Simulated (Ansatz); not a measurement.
Consider the hydrogen abstraction from the In–H bond: `[CH3][InH][Cl]` + `F[C](F)F`• → `[CH3][In][Cl]`• + `FC(F)F`.

Isolated molecules relaxed with PBE0-D4/def2-TZVP in Ansatz; ΔE leaves out vibrations. CBS: MP2 limit from def2 TZ/QZ plus the TZ coupled-cluster correction, frozen cores. This one scheme is used for every species. DFT in def2-TZVPP. Open shells (•) are unrestricted, without spin–orbit coupling. Elements past krypton have def2 core potentials. For In outer-core shells are correlated without core-valence functions, which leaves a few kJ/mol of doubt a bond.

```
             level  ΔE (kcal/mol)
           BLYP-D4          -42.7
        r2SCAN0-D4          -38.6
            B2PLYP          -41.7
           r2SCANh          -38.8
             BHLYP          -41.0
         CAM-B3LYP          -39.8
       HF/def2-SVP          -37.5
CCSD(T)/def2-TZVPP          -40.8
```

(1) What does CCSD(T)/CBS give? (Best estimate.)

Largest T1 diagnostic among the species: 0.016.

Answers

(1) Computed: -41.4 kcal/mol. The listed levels differ from it by -1.3, 2.8, -0.3, 2.6, 0.4, 1.6, 3.9, 0.6 kcal/mol.

In def2-TZVPP, CCSD(T) changes the Hartree–Fock value by −4.4 kcal/mol (the triples alone add −0.2 kcal/mol) and MP2 by −5.1 kcal/mol. From BLYP to BHLYP (50 % exact exchange), in def2-TZVPP and without D4, ΔE moves by +1.5 kcal/mol. At CCSD(T), def2-SVP lies +1.0 kcal/mol from the extrapolated value and def2-TZVPP +0.6 kcal/mol.

CCSD(T)/CBS has its own doubt, a few kJ/mol and more with outer-core shells, so smaller differences from it don't rank the levels.
